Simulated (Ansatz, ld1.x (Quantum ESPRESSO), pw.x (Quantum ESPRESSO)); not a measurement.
**gold: one change to the TM potential, in the atom and in the diamond crystal**

- Element: Au (Z = 79)
- Generator: ld1.x (Quantum ESPRESSO) 7.5
- Type: norm-conserving Troullier–Martins (Kleinman–Bylander form)
- Functional: PBE
- Relativity: scalar-relativistic
- Frozen core: [Xe] 4f14
- Valence charge: 11
- Reference configuration: 5d10 6s1 6p0
- Partial waves: 6s (bound): rc 2.40 bohr; 5d (bound): rc 1.50 bohr; 6p (bound, empty): rc 3.75 bohr
- Local potential: the p channel
- Core correction: none

Change: wave 6p (bound): rc 3.75 bohr becomes 6p (bound): rc 3.40 bohr.

Cutoffs, loose and tight: the cutoffs (Ry, on a coarse ladder) from which the occupation-weighted sum of valence levels, in a spherical-Bessel basis at the reference potential, stays within 10 and 1 mRy of its value at 400 Ry. They do not see the model core or the augmentation charge, which bear on the density cutoff. Test errors are all-electron minus pseudo excitation energies from the reference, over the configurations 5d10 6s0 6p0; 5d9 6s0 6p0; 5d8 6s0 6p0; 5d7 6s0 6p0; 5d9 6s1 6p1; 5d9 6s1 6p0; 5d9 6s2 6p0; variants that change the core or the reference have their own tests.

Crystal test: diamond Au in pw.x 7.5, no spin, 8³ k-points, Fermi–Dirac smearing 0.01 Ry, cutoffs set for each file from its atomic test. The reference is all-electron LAPW (Ansatz 0.2.0) with the same functional, mesh and smearing; V0 and B0 come from Birch–Murnaghan fits to the pressures at five volumes. Errors are pseudo minus all-electron; Δ is the rms difference of the E(V) curves that follow from these fits, minima aligned, over ±6 % about the mean V0. Mesh and smearing are coarse, so the numbers serve the comparison and aren't converged zero-temperature values; the lattice is a test structure that the element need not adopt.

All-electron: a0 = 6.160 Å (V0 = 29.22 Å³/atom), B0 = 52.6 GPa.

Question: Does the change bring the crystal closer to the all-electron result?

Answer: The mean pressure error goes from +1.10 to +4.67 GPa, so the change moves the solid further from the all-electron pressures.

| quantity | base | changed |
| --- | --- | --- |
| outcome (atom) | generated | generated |
| cutoff, loose (atom) | 45 Ry | 45 Ry |
| cutoff, tight (atom) | 80 Ry | 80 Ry |
| bound ghosts (atom) | none | none |
| largest test error (meV) (atom) | -568 over the solved tests; 2 of 7 tests not solved or not reliable | -1301 over the solved tests; 1 of 7 tests not solved or not reliable |
| cutoffs in pw.x (Ry) | 100/400 | 100/400 |
| a0 (Å) | 6.198 | – |
| a0 error (%) | +0.61 | – |
| B0 error (%) | +2.6 | – |
| Δ (meV/atom) | 6.5 | – |
| mean pressure error (GPa) | +1.10 | +4.67 |

A dash: not determined, or the minimum lies outside the volumes sampled.

Base: The largest radius (3.75 bohr) exceeds half the bond length (2.52 bohr), so the spheres overlap, which is one possible source of error among others. This is a poor potential for the solid. Atomic configuration tests: 2 of 7 tests not solved or not reliable. The logarithmic derivative shows an extra or strongly shifted pseudo pole above the reference energy (s near 1.52 Ry). Changed file: The largest radius (3.40 bohr) exceeds half the bond length (2.52 bohr), so the spheres overlap, which is one possible source of error among others. This is a poor potential for the solid. Atomic configuration tests: 1 of 7 tests not solved or not reliable. The atomic cutoffs weigh occupied waves only.
